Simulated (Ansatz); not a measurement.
The structure below was relaxed with plane-wave PAW DFT at the r2SCAN level (Ansatz, a first-principles code, 500 eV), no SOC, at pressure 100 GPa.

```yaml
crystal:
  lattice:
    - [4.08687, 0.00000, 0.00000]
    - [0.00000, 4.08687, 0.00000]
    - [0.00000, 0.00000, 2.99696]
  atoms:
    - { symbol: Ru, position: [0.50000, 0.50000, 0.50000] }
    - { symbol: Ru, position: [0.00000, 0.00000, 0.00000] }
    - { symbol: O, position: [0.80969, 0.80969, 0.50000] }
    - { symbol: O, position: [0.30969, 0.69031, 0.00000] }
    - { symbol: O, position: [0.69031, 0.30969, 0.00000] }
    - { symbol: O, position: [0.19031, 0.19031, 0.50000] }
```

Question: Find the space group and the Wyckoff positions.

Answer: Space group P4₂/mnm (No. 136); a = b = 4.0869 Å, c = 2.9970 Å, α = β = γ = 90.00°

```
atom  site  symmetry       x       y       z
----  ----  --------  ------  ------  ------
Ru      2a      m.mm  0.0000  0.0000  0.0000
O       4g      m.2m  0.1903  0.1903  0.5000
```

Question: Describe the coordination.

Answer: The crystal has 6 atoms in its conventional cell. Lattice parameters: a = 4.0869 Å, b = 4.0869 Å, c = 2.9970 Å, α = 90.00°, β = 90.00°, γ = 90.00°. Ru has 6 O at 1.790–1.859 Å. O sees 3 Ru at 1.790–1.859 Å (trigonal planar). (Neighbours: up to the widest gap in distance over summed covalent radii, below 1.35, at either atom; cation-cation and far metal-metal contacts left out.)

Load acts through the strain it causes; cell and atoms are relaxed under it. Stability against distortions was not tested. Competing high-pressure phases were not computed. No Hubbard U is applied, and correlation can decide whether such a compound is a metal. The final runs are not spin-polarised. The cell was made from RuO₂ in the rutile structure (space group P4_2/mnm, No. 136) by this change: pressure 100 GPa.
